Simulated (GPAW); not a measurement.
# TePb (Fm-3m) in GPAW: settings compared, part 2 of 2

GPAW 26.7.0. Earlier steps stand in the parts before.

## 4. One-shot levels of the hybrid HSE06, LDA

The input, run.py:

```python
import numpy as np
from ase.dft.bandgap import bandgap
from ase.io import read, write
from ase.units import GPa
from gpaw import GPAW, PW
from gpaw.hybrids import NonSelfConsistentHybridXCCalculator
from gpaw.hybrids.energy import non_self_consistent_energy

atoms = read('TePb.cif')

calc = GPAW(mode=PW(500),
            xc='LDA',
            kpts={'size': (5, 5, 5), 'gamma': True},
            occupations={'name': 'fermi-dirac', 'width': 0.05},
            nbands=21,
            convergence={'density': 1e-05, 'energy': 1e-05, 'bands': 17, 'eigenstates': 1e-07},
            maxiter=150,
            txt='gpaw.txt')
atoms.calc = calc
energy = atoms.get_potential_energy()
forces = atoms.get_forces()
stress = atoms.get_stress()
calc.write('gs.gpw')
write('result.traj', atoms)
print(f'Energy: {energy:.6f} eV')
print('Forces (eV/A):')
print(forces.round(4))
print('Stress (GPa):', (stress / GPa).round(3))
print('Fermi level:', round(calc.get_fermi_level(), 4), 'eV')
print(f'Gap: {bandgap(calc)[0]:.4f} eV, direct: {bandgap(calc, direct=True)[0]:.4f} eV')

for xc in ['HSE06', 'HSE03', 'YS-PBE0']:
    e = non_self_consistent_energy(calc, xc).sum()
    print(f'{xc} energy on these orbitals: {e:.6f} eV')
    nsc = NonSelfConsistentHybridXCCalculator.from_dft_calculation(
        calc.dft, xc, log=f'levels-{xc}.txt')
    dft_skn, hyb_skn = nsc.calculate(calc.dft.ibzwfs, 0, 17)
    np.savetxt(f'levels-{xc}.dat', hyb_skn.reshape((-1, hyb_skn.shape[-1])), fmt='%.4f')
```

The input, TePb.cif:

```cif
data_TePb
_cell_length_a 4.56932402
_cell_length_b 4.56932402
_cell_length_c 4.56932402
_cell_angle_alpha 60.00000000
_cell_angle_beta 60.00000000
_cell_angle_gamma 60.00000000
_space_group_name_H-M_alt 'P1'
_space_group_name_Hall 'P 1'
_space_group_IT_number 1
loop_
_space_group_symop_operation_xyz
'x,y,z'
loop_
_atom_site_label
_atom_site_type_symbol
_atom_site_symmetry_multiplicity
_atom_site_Wyckoff_symbol
_atom_site_fract_x
_atom_site_fract_y
_atom_site_fract_z
_atom_site_occupancy
Pb1 Pb 1 a 0.0000000000 0.0000000000 0.0000000000 1
Te1 Te 1 a 0.5000000000 0.5000000000 0.5000000000 1
```

Potentials or basis: the program's PAW data sets (release 1.2.1) made for this functional, pw.

Started as:

```
OMP_NUM_THREADS=1 python run.py
```

gpaw.txt:

```text
__  _  _
 | _ |_)|_||  |
 |__||  | ||/\| - 26.7.0

Input parameters:
  mode=PW(ecut=500.0),
  convergence={'density': 1e-05, 'energy': 1e-05, 'bands': 17, 'eigenstates': 1e-07},
  kpts=MonkhorstPack(size=(5, 5, 5), gamma=True),
  maxiter=150,
  nbands=21,
  occupations=Occupations(name='fermi-dirac', width=0.05),
  xc=XC(name='LDA')

Diagonalizing LCAO Hamiltonian
Converting LCAO to pw mode

                    Te

       Pb

Atoms  # Å, Bohr magnetons
|   | symbol |        x |        y |        z |    initial magnetic moments |
|---|--------|----------|----------|----------|-----------------------------|
| 0 |     Pb | 0.000000 | 0.000000 | 0.000000 | ( 0.0000,  0.0000,  0.0000) |
| 1 |     Te | 4.569324 | 2.638100 | 1.865419 | ( 0.0000,  0.0000,  0.0000) |

Unit cell  # Å
| periodic |        x |        y |        z |  lengths |    angles |
|----------|----------|----------|----------|----------|-----------|
|      yes | 4.569324 | 0.000000 | 0.000000 | 4.569324 | 60.000000 |
|      yes | 2.284662 | 3.957151 | 0.000000 | 4.569324 | 60.000000 |
|      yes | 2.284662 | 1.319050 | 3.730837 | 4.569324 | 60.000000 |

Number of symmetries: 48
Symmetry operations  # r_c * U_cc + t_c -> r_c
|    | kind |            matrix            |
|----|------|------------------------------|
|  0 |  σ   |  1, 0, 0,  1, 0,-1,  1,-1, 0 |
|  1 |  C2  |  1, 0, 0,  1,-1, 0,  1, 0,-1 |
|  2 |  E   |  1, 0, 0,  0, 1, 0,  0, 0, 1 |
|  3 |  σ   |  1, 0, 0,  0, 0, 1,  0, 1, 0 |
|  4 |  C4  |  1, 0,-1,  1, 0, 0,  1,-1, 0 |
|  5 |  S6  |  1, 0,-1,  1,-1, 0,  1, 0, 0 |
|  6 |  σ   |  1, 0,-1,  0, 1,-1,  0, 0,-1 |
|  7 |  C3  |  1, 0,-1,  0, 0,-1,  0, 1,-1 |
|  8 |  S6  |  1,-1, 0,  1, 0, 0,  1, 0,-1 |
|  9 |  C4  |  1,-1, 0,  1, 0,-1,  1, 0, 0 |
| 10 |  C3  |  1,-1, 0,  0,-1, 1,  0,-1, 0 |
| 11 |  σ   |  1,-1, 0,  0,-1, 0,  0,-1, 1 |
| 12 |  σ   |  0, 1, 0,  1, 0, 0,  0, 0, 1 |
| 13 |  C4  |  0, 1, 0,  0, 1,-1, -1, 1, 0 |
| 14 |  C3  |  0, 1, 0,  0, 0, 1,  1, 0, 0 |
| 15 |  S6  |  0, 1, 0, -1, 1, 0,  0, 1,-1 |
| 16 |  C2  |  0, 1,-1,  1, 0,-1,  0, 0,-1 |
| 17 |  σ   |  0, 1,-1,  0, 1, 0, -1, 1, 0 |
| 18 |  S4  |  0, 1,-1,  0, 0,-1,  1, 0,-1 |
| 19 |  C4  |  0, 1,-1, -1, 1, 0,  0, 1, 0 |
| 20 |  C3  |  0, 0, 1,  1, 0, 0,  0, 1, 0 |
| 21 |  σ   |  0, 0, 1,  0, 1, 0,  1, 0, 0 |
| 22 |  S6  |  0, 0, 1,  0,-1, 1, -1, 0, 1 |
| 23 |  C4  |  0, 0, 1, -1, 0, 1,  0,-1, 1 |
| 24 |  S4  |  0, 0,-1,  1, 0,-1,  0, 1,-1 |
| 25 |  C3  |  0, 0,-1,  0, 1,-1,  1, 0,-1 |
| 26 |  C2  |  0, 0,-1,  0,-1, 0, -1, 0, 0 |
| 27 |  S6  |  0, 0,-1, -1, 0, 0,  0,-1, 0 |
| 28 |  S4  |  0,-1, 1,  1,-1, 0,  0,-1, 0 |
| 29 |  C4  |  0,-1, 1,  0, 0, 1, -1, 0, 1 |
| 30 |  C2  |  0,-1, 1,  0,-1, 0,  1,-1, 0 |
| 31 |  σ   |  0,-1, 1, -1, 0, 1,  0, 0, 1 |
| 32 |  C3  |  0,-1, 0,  1,-1, 0,  0,-1, 1 |
| 33 |  S6  |  0,-1, 0,  0, 0,-1, -1, 0, 0 |
| 34 |  S4  |  0,-1, 0,  0,-1, 1,  1,-1, 0 |
| 35 |  C2  |  0,-1, 0, -1, 0, 0,  0, 0,-1 |
| 36 |  C2  | -1, 1, 0,  0, 1, 0,  0, 1,-1 |
| 37 |  S6  | -1, 1, 0,  0, 1,-1,  0, 1, 0 |
| 38 |  S4  | -1, 1, 0, -1, 0, 1, -1, 0, 0 |
| 39 |  C3  | -1, 1, 0, -1, 0, 0, -1, 0, 1 |
| 40 |  S6  | -1, 0, 1,  0, 0, 1,  0,-1, 1 |
| 41 |  C2  | -1, 0, 1,  0,-1, 1,  0, 0, 1 |
| 42 |  C3  | -1, 0, 1, -1, 1, 0, -1, 0, 0 |
| 43 |  S4  | -1, 0, 1, -1, 0, 0, -1, 1, 0 |
| 44 |  C2  | -1, 0, 0,  0, 0,-1,  0,-1, 0 |
| 45 |  i   | -1, 0, 0,  0,-1, 0,  0, 0,-1 |
| 46 |  σ   | -1, 0, 0, -1, 1, 0, -1, 0, 1 |
| 47 |  C2  | -1, 0, 0, -1, 0, 1, -1, 1, 0 |

BZ-sampling:
  Number of BZ points: 125
  Number of IBZ points: 10

  Monkhorst-Pack size: [5, 5, 5]
  Monkhorst-Pack shift: [0, 0, 0]

K-points  # in reciprocal-cell coordinates
|   |                                coordinates |     weight |
|---|--------------------------------------------|------------|
| 0 | (  0.00000000,   0.00000000,   0.00000000) | 0.00800000 |
| 1 | (  0.20000000,   0.20000000,   0.00000000) | 0.04800000 |
| 2 | (  0.20000000,   0.20000000,   0.20000000) | 0.06400000 |
| 3 | (  0.40000000,   0.20000000,  -0.20000000) | 0.19200000 |
| 4 | (  0.40000000,   0.20000000,   0.20000000) | 0.09600000 |
| 5 | (  0.40000000,   0.40000000,  -0.40000000) | 0.19200000 |
| 6 | (  0.40000000,   0.40000000,  -0.20000000) | 0.09600000 |
| 7 | (  0.40000000,   0.40000000,   0.00000000) | 0.04800000 |
| 8 | (  0.40000000,   0.40000000,   0.20000000) | 0.19200000 |
| 9 | (  0.40000000,   0.40000000,   0.40000000) | 0.06400000 |

Plane wave coefficients: 1736
Cutoff: 500.0 eV

Spin-components: 1 (collinear spins)
Bands:           21
Projectors:      11
Spin-degeneracy: 2
Datatype:        complex128

Parallelization:
  kpt:    1
  domain: 1
  band:   1

Density:
  Valence electrons: 20.0
  Components: 1
  Grid points: [24 24 24]
  Charge: 0.0  # |e|

Potential:
  Grid points: [24 24 24]

species:
  Pb:
    name:    Lead
    Z:       82.0
    valence: 14
    core:    68
    charge:  0.0  # [|e|]
    compensation charges:
      type: gauss
      rc: 0.38  # [Å]
      lmax: 2
    cutoffs:
      filter: 2.36  # [Å]
      core: 2.43  # [Å]
    projectors
    | kind |    occ | energy [eV] | rcut [Å] |
    |------|--------|-------------|----------|
    |   6s |  2.000 |     -12.249 |    1.259 |
    |   6p |  2.000 |      -3.713 |    1.275 |
    |   5d | 10.000 |     -21.326 |    1.217 |
    |    s |        |      14.962 |    1.259 |
    |    p |        |      23.498 |    1.275 |
    |    d |        |       5.885 |    1.217 |

    Using partial waves for Pb as LCAO basis

  Te:
    name:    Tellurium
    Z:       52.0
    valence: 6
    core:    46
    charge:  0.0  # [|e|]
    compensation charges:
      type: gauss
      rc: 0.36  # [Å]
      lmax: 2
    cutoffs:
      filter: 2.09  # [Å]
      core: 3.17  # [Å]
    projectors
    | kind |    occ | energy [eV] | rcut [Å] |
    |------|--------|-------------|----------|
    |   5s |  2.000 |     -15.337 |    1.180 |
    |   5p |  4.000 |      -6.113 |    1.196 |
    |    s |        |      11.875 |    1.180 |
    |    p |        |      21.098 |    1.196 |
    |    d |        |       0.000 |    1.238 |

    Using partial waves for Te as LCAO basis

Reference energy: -751608.429774  # eV

eigensolver:
  PPCG
  Converge bands: 17
  niter=2

density mixing:
  MSR1-Mixer
  Pratt-step length: 0.05
  Maximum mixing coefficient: 0.75
  Old densities: 10
  SVD Regularization: 0.005
  Good broyden scale: 1.0
  Trust region scale: 1.0
  Backstep threshold: 4.0
  History deletion threshold: 6.0
  Fourier metric: weight=20.0, sigma=0.015

occupation numbers:
  Fermi-Dirac:
    width: 0.0500  # eV

poisson solver:
  ecut: 4000.0  # eV

xc functional:
  name: None

convergence criteria:
- Maximum integral of absolute [dens]ity change: 1e-05 electrons / valence electron
- Maximum [total energy] change in last 3 cyles: 1e-05 eV / valence electron
- Maximum integral of absolute [eigenst]ate change: 1e-07 eV^2 / valence electron
maximum number of iterations: 150

SCF iterations
|iter     | |      energy | eigst |  dens |
|---------|-|-------------|-------|-------|
|iter:   1| |   -9.202292 | +2.42 |       |
|iter:   2| |   -9.179851 | +0.80 | -1.37 |
|iter:   3| |   -9.088301 | -0.72 | -1.42 |
|iter:   4| |   -9.087460 | -2.72 | -2.02 |
|iter:   5| |   -9.087345 | -4.11 | -2.48 |
|iter:   6| |   -9.087346c| -5.76 | -3.41 |
|iter:   7| |   -9.087346c| -6.93 | -4.00 |
|iter:   8| |   -9.087346c| -7.33c| -4.65 |
|iter:   9| |   -9.087346c| -7.89c| -5.64c|

Converged in 9 steps
Energy contributions relative to reference atoms: (reference = -751608.429774)

Energy contributions:
  Kinetic:          14.669901
  Coulomb:         -15.469082
  Zero:              0.107717
  External:          0.000000
  Xc:               -8.395880
  Entropy:          -0.000003
  Spinorbit:         0.000000
  ----------------------------
  Free energy:      -9.087348
  Extrapolated:     -9.087346

dipole moment: (-38.776741, -22.387762, -15.830538)  # |e|*Ang

Fermi level: 5.743
Eigenvalues  # (at kpt = [0.000, 0.000, 0.000])
| band index |      eig [eV] | occ [0-2] |
|------------|---------------|-----------|
|          0 |       -11.290 |     2.000 |
|        ... |               |           |
|          2 |       -11.272 |     2.000 |
|          3 |       -11.272 |     2.000 |
|          4 |       -11.272 |     2.000 |
|          5 |        -6.725 |     2.000 |
|          6 |        -0.350 |     2.000 |
|          7 |         3.979 |     2.000 |
[... 8 lines left out ...]
|         16 |        12.641 |     0.000 |
|         17 |        12.858 |     0.000 |
|        ... |               |           |
|         20 |        24.892 |     0.000 |

Gap: 1.104 eV
Transition (v -> c):
  (s=0, k=4, n=9, [0.40, 0.20, 0.20]) -> (s=0, k=9, n=10, [0.40, 0.40, 0.40])
Direct/indirect transitions are different
Direct gap: 1.144 eV
Transition at: (s=0, k=9, n=9, [0.40, 0.40, 0.40])

Forces  # eV/Ang
|        x |        y |        z |
|----------|----------|----------|
| -0.00000 | -0.00000 | -0.00000 |  # Pb   0
|  0.00000 |  0.00000 |  0.00000 |  # Te   1

Stress tensor  # eV/Ang^3
|         x |         y |        z |
|-----------|-----------|----------|
|  0.013542 | -0.000000 | 0.000000 |
| -0.000000 |  0.013542 | 0.000000 |
|  0.000000 |  0.000000 | 0.013542 |

# Writing to gs.gpw (mode='')
```

It took 18 min on 1 thread of Intel Xeon Platinum 8259CL at 2.50GHz (Skylake/Cascade Lake), shared host; peak memory 0.77 GiB.

Results:

```
Free energy                            : -9.0873 eV
Pressure                               : -2.2 GPa
Band gap of the one-shot hybrid        : 1.50 eV
Direct band gap of the one-shot hybrid : 1.50 eV
```

Levels at points of the mesh, in eV from the Fermi level:
| k point | band 7 | band 8 | band 9 | band 10 | band 11 | band 12 | band 13 | band 14 |
| --- | --- | --- | --- | --- | --- | --- | --- | --- |
| (0.00, 0.00, 0.00) | -6.09 | -1.76 | -1.76 | -1.76 | 3.56 | 3.56 | 3.56 | 5.43 |

Band gaps from one-shot exact exchange on these states (eV): hse06 1.50, hse03 1.53, ys_pbe0 1.74

Caveat: the k mesh is coarse; the cutoff is short for stress and forces, so pressures can be off by a GPa or more; this odd mesh misses L, where the gap lies, so gap, dielectric constants and Born charges aren't listed; energy and the plain gap are those of the semilocal run; the hybrids' values are one shot on its orbitals and mesh.

## 5. Overview

| task | level | potentials or basis | spin | k mesh | cutoff (eV) | band path | band points | spin axis theta (degrees) | spin axis phi (degrees) | soc after scf | gap on the mesh (eV) | pressure (GPa) |
| --- | --- | --- | --- | --- | --- | --- | --- | --- | --- | --- | --- | --- |
| band structure | PBEint | PAW data sets generated in the run's folder for this functional, pw | SOC, no magnetisation | 6 × 6 × 6 | 600 | GXWKGLUWLK,UX | 100 | 90 | 45 | second variation | 0.17 | 0.0 |
| band structure | SOGGA | PAW data sets generated in the run's folder for this functional, pw | SOC, no magnetisation | 6 × 6 × 6 | 600 | GXWKGLUWLK,UX | 100 | 54.7 | 45 | second variation | 0.17 | -0.8 |
| one-shot levels of the hybrid HSE06 | LDA | the program's PAW data sets (release 1.2.1) made for this functional, pw | off | 5 × 5 × 5 | 500 | - | - | - | - | - | - | -2.2 |

Alike in all rows: cell as given; smearing fermi-dirac 0.05 eV.

Caveats: spin-orbit coupling was added after a scalar SCF, so levels and gaps hold it while energy, forces, pressure and moments don't (some runs); this program's spin-orbit splittings come out too wide for heavy elements (some runs); the cutoff is short for stress and forces, so pressures can be off by a GPa or more (some runs); energy and the plain gap are those of the semilocal run (some runs); the hybrids' values are one shot on its orbitals and mesh (some runs).

Total energies depend on the potentials used, so only differences within one code and one set of settings carry meaning.

## 6. How close it comes

Step 2. A measured direct gap of TePb is 0.19 eV (direct; 4.2 K; a printed reference work, monograph); the calculated 0.32 eV misses it by +0.13 eV. The value is that of PBEint, without temperature or zero-point motion.

Step 3. A measured direct gap of TePb is 0.19 eV (direct; 4.2 K; a printed reference work, monograph); the calculated 0.33 eV misses it by +0.14 eV. The value is that of SOGGA, without temperature or zero-point motion.
